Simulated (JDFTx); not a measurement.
InAs under changes of volume

One of the cells (27.489 Å³/atom); the others are scaled copies at fixed shape and fractional positions:

```xyz
2
Lattice="0.0000 3.0180 3.0180 3.0180 0.0000 3.0180 3.0180 3.0180 0.0000" Properties=species:S:1:pos:R:3 pbc="T T T"
In    0.0000    0.0000    0.0000
As    4.5270    4.5270    4.5270
```

```yaml
Program: JDFTx 1.7.0 (patched build)
Functional: r2SCAN
Potentials_or_basis: SG15-PBE-1.2 with smoothed tails
Cutoff: 1088 eV
Density_cutoff: 8708 eV
k_mesh: 6 × 6 × 6
Occupations: fermi-dirac, width 0.05 eV
Spin: no spin polarisation
```

```csv
volume (Å³/atom),energy over the lowest point (meV/atom),pressure (GPa)
25.840,?,?
26.389,26.50,4.7
26.939,12.97,3.2
27.489,4.35,1.8
28.039,0.18,0.6
28.588,0.00,-0.5
29.138,3.38,-1.5
```

Q: What does the run at 25.840 Å³/atom give?

A: Energy over the lowest point 45.47 meV/atom; pressure 6.3 GPa.

Worked out: A Birch-Murnaghan fit of order 3 (a polynomial in V^(-2/3)) to the other rows has its minimum at 28.34 Å³/atom with B0 = V·E''(V) = 56 GPa and B' = 4.5. It gives 45.50 meV/atom at 25.840 Å³/atom, against the run's 45.47, and -dE/dV = 6.4 GPa, against 6.3.

Energies are extrapolated to zero smearing.

Caveats: the potentials were made for another functional, which shifts forces and pressure.
